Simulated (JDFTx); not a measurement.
**Mo under changes of volume**

One of the cells (15.892 Å³/atom); the others are scaled copies at fixed shape and fractional positions:

```
CELL_PARAMETERS angstrom
-1.58381 1.58381 1.58381
1.58381 -1.58381 1.58381
1.58381 1.58381 -1.58381
ATOMIC_POSITIONS crystal
Mo 0.00000 0.00000 0.00000
```

```yaml
Program: JDFTx 1.7.0 (patched build)
Functional: r2SCAN
Potentials_or_basis: SG15-PBE-1.2
Cutoff: 1088 eV
Density_cutoff: 4354 eV
k_mesh: 12 × 12 × 12
Occupations: fermi-dirac, width 0.05 eV
Spin: no spin polarisation
```

```csv
volume (Å³/atom),energy over the lowest point (meV/atom),pressure (GPa)
14.938,24.45,12.7
15.256,5.93,6.0
15.574,0.00,0.0
15.892,5.42,-5.4
16.209,?,?
16.527,45.76,-14.6
16.845,78.66,-18.5
```

Q: What does the run at 16.209 Å³/atom give?

A: Energy over the lowest point 21.03 meV/atom; pressure -10.3 GPa.

Worked out: A Birch-Murnaghan fit of order 3 (a polynomial in V^(-2/3)) to the other rows has its minimum at 15.57 Å³/atom with B0 = V·E''(V) = 280 GPa and B' = 4.3. It gives 21.00 meV/atom at 16.209 Å³/atom, against the run's 21.03, and -dE/dV = -10.2 GPa, against -10.3.

Energies are extrapolated to zero smearing.

Caveats: the potentials were made for another functional, which shifts forces and pressure.
